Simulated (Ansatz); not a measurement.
# GaN (F-43m) in Ansatz: notebook, part 3 of 3

Ansatz 0.2.0. Earlier steps stand in the parts before.

### 6 Phonons, PBE

The input, input.yaml:

```yaml
crystal:
  lattice:
    - [0.0, 2.2535006075, 2.2535006075]
    - [2.2535006075, 0.0, 2.2535006075]
    - [2.2535006075, 2.2535006075, 0.0]
  atoms:
    - { symbol: Ga, position: [0.0, 0.0, 0.0] }
    - { symbol: "N", position: [0.25, 0.25, 0.25] }
kpoints:
  mp_grid: { grid: [7, 7, 7] }
scf:
  occupations: { method: fermi_dirac, width: 0.05 }
hamiltonian:
  xc: pbe
  pseudopotentials: { kind: all_electron, lapw: { basis_error: 0.001 } }
output: {}
phonons:
  method: fd
  supercell: [1, 1, 1]
```

Potentials or basis: all-electron LAPW, scalar-relativistic.

Run with:

```bash
ansatz run input.yaml --threads 1 --pin off --max-ram 3072MiB --backend cpu --events-out ev --progress --plain --runs-dir out
```

Standard output:

```text
Warning: RAYON_NUM_THREADS=1 ignored (pool sized by the plan → 1); use --threads N
LAPW: plane waves up to 10.866 Å⁻¹, error target 1.0e-3 eV per atom; small_component_spin mean_spin; N in spheres of 0.828 Å, 7 of its electrons in bands, Dirac shells []; Ga in spheres of 1.065 Å, 21 of its electrons in bands, Dirac shells [] (how accurate: hamiltonian.pseudopotentials.lapw.basis_error, Limitations)
Engine: ansatz 0.2.0, aarch64-unknown-linux-gnu
Pseudopotentials: kind: all_electron
Pseudopotential: Ga, LAPW, valence charge 21, lapw/all_electron/scalar/gaussian/Ga, Koelling and Harmon's equation, gaussian nucleus
Pseudopotential: N, LAPW, valence charge 7, lapw/all_electron/scalar/gaussian/N, Koelling and Harmon's equation, gaussian nucleus
Functional definition: PBE
  parameter kappa = 0.804
  parameter beta = 0.06672455060314922
  exchange = pbe_x(kappa = kappa, mu = beta*pi^2/3)
  correlation = pbe_c(beta = beta)
Crystal: 2 atoms, lattice volume = 22.888 Å³
Basis set: ecut = 449.80484681308013 eV, 531 PW (Γ), exchange–correlation at level 2
Bands: 18, of which v1, the nominal top of the filled ones, is band 14 counted from 1 (13 counted from 0)
Symmetry: 24 space group operations
k-points: 20 of 343 (time reversal used)
Non-local potential: Ga, projectors of the file, none
Non-local potential: N, projectors of the file, none
Initial density: superposition of atomic densities (chi_scale 0.1, normalization cell, long waves kept (reshape's long-wave potential 0.00 eV rms))
Initial wavefunctions: plane waves of lowest kinetic energy (no species holds an atomic orbital)
Functional: x = pbe(κ = 0.804, μ = 0.2195149727645171), c = pbe(β = 0.06672455060314922)
iter 1 solved again at ethr=1.97e-2 eV; its pass at ethr=1.00e-1 eV (dr2=5.51e0 eV) is discarded
SCF iter   1: F=—  HF=-54392.851868 eV  |F-HF|=—  |Δ(HF+E_count)|=         —  Δρ=1.38e-1  dr2=5.51e0  ethr=1.97e-2  ⟨swp⟩=2.0  Hψ=2319  notcnv=0
preconditioner: auto → none  [insulator: Δε(μ)=3.174 eV  Ē_g=18.315 eV  σ=0.050 eV  W_gap=1.00  n_scr=14 (ndim 8)  ℏωp=32.9 eV  f_vac=0.000  D(μ)=0.00/eV (n_scr^D=0)  ε∞_Penn≈4.2]
SCF iter   2: F=—  HF=-54391.346620 eV  |F-HF|=—  |Δ(HF+E_count)|=    1.51e0  Δρ=6.20e-2  dr2=7.35e-1  ethr=1.97e-2  ⟨swp⟩=3.0  Hψ=1139  notcnv=0
iter 3 solved again at ethr=1.42e-4 eV; its pass at ethr=2.63e-3 eV (dr2=3.99e-2 eV) is discarded
SCF iter   3: F=—  HF=-54390.861818 eV  |F-HF|=—  |Δ(HF+E_count)|=   4.85e-1  Δρ=1.55e-2  dr2=3.99e-2  ethr=1.42e-4  ⟨swp⟩=2.0  Hψ=1876  notcnv=0
SCF iter   4: F=—  HF=-54390.863143 eV  |F-HF|=—  |Δ(HF+E_count)|=         —  Δρ=2.67e-3  dr2=1.69e-3  ethr=1.42e-4  ⟨swp⟩=2.0  Hψ=1037  notcnv=0
[... 27 lines left out ...]
SCF iter   5: F=—  HF=-54390.856884 eV  |F-HF|=—  |Δ(HF+E_count)|=   7.78e-8  Δρ=4.10e-6  dr2=2.05e-9  ethr=5.65e-10  ⟨swp⟩=2.8  Hψ=3208  notcnv=0
SCF iter   6: F=-54390.856884 eV  HF=-54390.856884 eV  |F-HF|=6.69e-10  |Δ(HF+E_count)|=   2.95e-9  Δρ=6.86e-7  dr2=6.46e-11  ethr=7.32e-12  ⟨swp⟩=3.0  Hψ=3323  notcnv=0
SCF 3 converged in 6 iterations: F = -54390.856884 eV  dr2 = 6.46e-11
SCF converged after 9 iterations
Free energy (F): -54390.857503 eV
Harris-Foulkes:  -54390.857503 eV  (|F-HF|=1.46e-11)
Internal energy: -54390.857503 eV  (E = F + TS)
E sigma→0 (E₀):  -54390.857503 eV
Fermi energy:    12.299000 eV
--- Per-component energies (eV) ---
  E_band       = -1451.210174
  E_kinetic    = 55428.837269
  E_xc         = -2248.784305
  E_electrostatic = -107570.910467  (all electrons and nuclei)
  E_smearing   = -0.000000  (= −TS)
  E_closure    = 0.000000  (closes the sum)
  E_atoms      = -54378.687074  (free atoms, spherical and without spin; not in F)
  Σ components = -54390.857503   (vs F -54390.857503, Δ=0.00e0)
  Basis errors (estimates in eV, not in F): energy 4.5e-4 per atom: plane waves 4.1e-4 (2.5e-4 summed), levels above the bands 3.0e-101, relativity 4.5e-8, radial functions 4.4e-5, core shells 6.0e-10; eigenvalues (radial functions only) 4.4e-6; not estimated: angular momenta, meshes, grids; target (lapw.basis_error) 1.0e-3; muffin-tin radii N 0.828 Å, Ga 1.065 Å
--- Forces (eV/Å), atoms counted from 1 ---
  atom   1  Ga    -0.00000000     0.00000000     0.00000000
  atom   2  N      0.00000000    -0.00000000    -0.00000000
  max |Σ_I F_I| component: 6.48e-17 eV/Å
--- Band table (eV; the first three rows and the last of 20) ---
  k-point 0: bands = ["-363.7329", "-130.6402", "-81.3840", "-81.3840", "-81.3840", "-4.5271", "-2.0914", "-2.0914", "-2.0914", "-1.7760", "-1.7760", "11.4023", "11.4023", "11.4023", "13.1359", "21.7149", "21.7149", "21.7149"]
  k-point 1: bands = ["-363.7329", "-130.6402", "-81.3842", "-81.3840", "-81.3840", "-4.3141", "-2.0655", "-2.0655", "-2.0014", "-1.7776", "-1.7776", "9.5581", "11.1961", "11.1961", "14.4866", "20.8589", "22.0050", "22.0050"]
  k-point 2: bands = ["-363.7329", "-130.6402", "-81.3848", "-81.3841", "-81.3841", "-3.8942", "-2.0219", "-2.0219", "-1.7652", "-1.7652", "-1.5559", "6.8849", "10.7780", "10.7780", "15.6859", "20.0905", "22.1345", "22.1345"]
  k-point 19: bands = ["-363.7329", "-130.6401", "-81.3850", "-81.3849", "-81.3845", "-3.4854", "-1.9618", "-1.8990", "-1.7860", "-1.7568", "0.1320", "5.6401", "7.2541", "8.6433", "17.4322", "19.4843", "21.7120", "23.1302"]
--- Phonons: 2 displaced members + reference (amplitude 0.01 Å, Σ member SCF iterations 12) ---
  symmetry images taken by strict's conditions (phonons.symmetry_images: auto; settled by no image being taken that strict refuses)
  ASR residual: 6.927e-4 → 0.000e0 eV/Å²; symmetrization residual: 1.989e-5 eV/Å²
  largest component of a force at the reference: 1.3e-16 eV/Å
  ASR residual per site (eV/Å²): 6.01e-5 6.93e-4
  Γ frequencies (cm⁻¹): 0.00 0.00 0.00 537.35 537.35 537.35
  density of states and harmonic sums: on the 24×24×24 q-mesh, interpolated from the force constants of a 1×1×1 supercell (no non-analytic term)
  largest difference from the sums on the solved wave vectors: F 3.68e-1 eV, S 6.26e-4 and C_V 2.58e-4 eV/K
  zero-point energy: 0.127782 eV/cell   skipped modes (ω ≤ 0): 3   left out of the sums: 3.62e-5 of the cell's modes: C_V's classical limit lies that fraction below 3 k_B per atom; for a crystal, a wire or a layer, F and S can be off by more, and a phonons.interpolated_qmesh denser along its periods is the remedy for the sampling
```

phdos.tsv:

```text
# omega_inv_cm	omega_thz	g_bin_mean(omega)[modes/inv_cm]
# format = ansatz-phdos/2
# interpolated_qmesh = 24 24 24
# force_constants_supercell = 1 1 1
# lo_to_splitting: not included (the non-analytic LO-TO correction is not applied to the interpolated dynamical matrix; polar crystals: no LO-TO splitting at GAMMA, and LO and other optical branches, acoustic branches and sound speeds, and with them the density of states and the thermodynamics, can be off between the wave vectors that the force constants were sampled on, most near GAMMA; a larger extent of the force constants narrows that region and is not shown to mend the acoustic slopes)
# g_bin_mean(omega): the modes in a bin one row spacing wide, centred on omega, divided by that spacing. A flat band (one whose frequency is the same at every q-point) is counted whole in the row whose bin holds it (on the edge of two bins, in the lower row). The modes of the run's own cell are the sum of g_bin_mean times the row spacing in inv_cm (a plain sum, not the trapezoid rule); for a one-atom cell on a GAMMA-only q-mesh every row is zero, so that sum is 0, not 3
0.000000	0.000000	9.287034e-9
1.074695	0.032219	2.414629e-7
2.149391	0.064437	9.101293e-7
3.224086	0.096656	2.024573e-6
4.298782	0.128874	3.584795e-6
5.373477	0.161093	5.590794e-6
[... 493 lines left out ...]
536.273028	16.077061	5.095687e-3
537.347724	16.109279	8.123536e-4
```

phthermo.tsv:

```text
# format = ansatz-phthermo/1
# interpolated_qmesh = 24 24 24
# force_constants_supercell = 1 1 1
# non_analytic_term = not included (the non-analytic LO-TO correction is not applied to the interpolated dynamical matrix; polar crystals: no LO-TO splitting at GAMMA, and LO and other optical branches, acoustic branches and sound speeds, and with them the density of states and the thermodynamics, can be off between the wave vectors that the force constants were sampled on, most near GAMMA; a larger extent of the force constants narrows that region and is not shown to mend the acoustic slopes)
# zero_point_energy_ev = 1.2778173008e-1
# n_skipped_modes = 3
# share_of_modes_left_out = 3.6168981481e-5
# rigid_motions_known_by = geometry
# t_k	f_vib_ev	s_ev_per_k	c_v_ev_per_k
0.0000	1.2778173008e-1	0.0000000000e0	0.0000000000e0
10.0000	1.2778161915e-1	5.7115643774e-8	2.1317704485e-7
20.0000	1.2777893156e-1	6.1140063397e-7	2.0143462472e-6
30.0000	1.2776536022e-1	2.3954554015e-6	8.3015390364e-6
40.0000	1.2772314929e-1	6.5252408187e-6	2.2485096622e-5
50.0000	1.2762451841e-1	1.3722389111e-5	4.3684000675e-5
[... 93 lines left out ...]
990.0000	-4.1826802701e-1	9.5254825971e-4	5.0419334202e-4
1000.0000	-4.2781889282e-1	9.5761682913e-4	5.0444268727e-4
```

It took 47 s on 1 thread of Arm Neoverse V1, shared host; peak memory 0.34 GiB.

Results:

* Free energy: -54390.8575 eV
* Band gap on the k mesh: 1.73 eV, direct
* Highest phonon frequency at Γ, LO-TO splitting left out: 537 cm⁻¹

Phonon frequencies in cm⁻¹ (negative: imaginary):
| q point | frequencies |
| --- | --- |
| (0.000, 0.000, 0.000) | 0 0 0 537 537 537 |

### 7 Summary

| task | level | potentials or basis | spin | k mesh | cutoff (eV) | gap on the mesh (eV) | pressure (GPa) |
| --- | --- | --- | --- | --- | --- | --- | --- |
| band structure | RPBE | all-electron LAPW, scalar-relativistic | off | 10 × 10 × 10 | 421 | 1.78 | 9.0 |
| phonons | PBEsol | all-electron LAPW, scalar-relativistic | off | 7 × 7 × 7 | 450 | 1.68 | - |
| band structure | PBE | all-electron LAPW, relativistic spinors | SOC, no magnetisation | 7 × 7 × 7 | 422 | 1.73 | 4.9 |
| elastic constants | LDA | all-electron LAPW, scalar-relativistic | off | 7 × 7 × 7 | 450 | 1.74 | -6.3 |
| phonons | PBE | all-electron LAPW, scalar-relativistic | off | 7 × 7 × 7 | 450 | 1.73 | - |

Alike in all rows: cell as given; smearing fermi-dirac 0.05 eV; basis error allowed 0.001 eV/atom.

Caveats: the cell is more than 3 GPa from zero pressure, which shifts response properties (some runs).

Compare energies only between runs with the same functional and basis.

### 8 Against experiment

Step 2. A measured gap of GaN is 3.299 eV (direct; 0 K; a printed reference work, textbook); the calculated 1.78 eV misses it by -1.52 eV. Spin-orbit coupling on Ga is left out. The value is that of RPBE, without temperature or zero-point motion. Semilocal functionals fall short of measured gaps as a rule. The cell is a database's relaxed one, not the measured one, which moves gaps too.

Step 3. A measured gap of GaN is 3.299 eV (direct; 0 K; a printed reference work, textbook); the calculated 1.68 eV misses it by -1.62 eV. Spin-orbit coupling on Ga is left out. The value is that of PBEsol, without temperature or zero-point motion. Semilocal functionals fall short of measured gaps as a rule. The cell is a database's relaxed one, not the measured one, which moves gaps too.

Step 4. Against the measured gap of GaN, 3.299 eV (direct; 0 K; a printed reference work, textbook), the calculated 1.73 eV is off by -1.57 eV. The value is that of PBE, without temperature or zero-point motion. Semilocal functionals fall short of measured gaps as a rule. The cell is a database's relaxed one, not the measured one, which moves gaps too.

Step 5. Measured gap of GaN: 3.299 eV (direct; 0 K; a printed reference work, textbook). This calculation gives 1.74 eV (-1.56 eV). Spin-orbit coupling on Ga is left out. The value is that of LDA, without temperature or zero-point motion. Semilocal functionals fall short of measured gaps as a rule. The cell is a database's relaxed one, not the measured one, which moves gaps too.

Step 6. A measured gap of GaN is 3.299 eV (direct; 0 K; a printed reference work, textbook); the calculated 1.73 eV misses it by -1.57 eV. Spin-orbit coupling on Ga is left out. The value is that of PBE, without temperature or zero-point motion. Semilocal functionals fall short of measured gaps as a rule. The cell is a database's relaxed one, not the measured one, which moves gaps too.
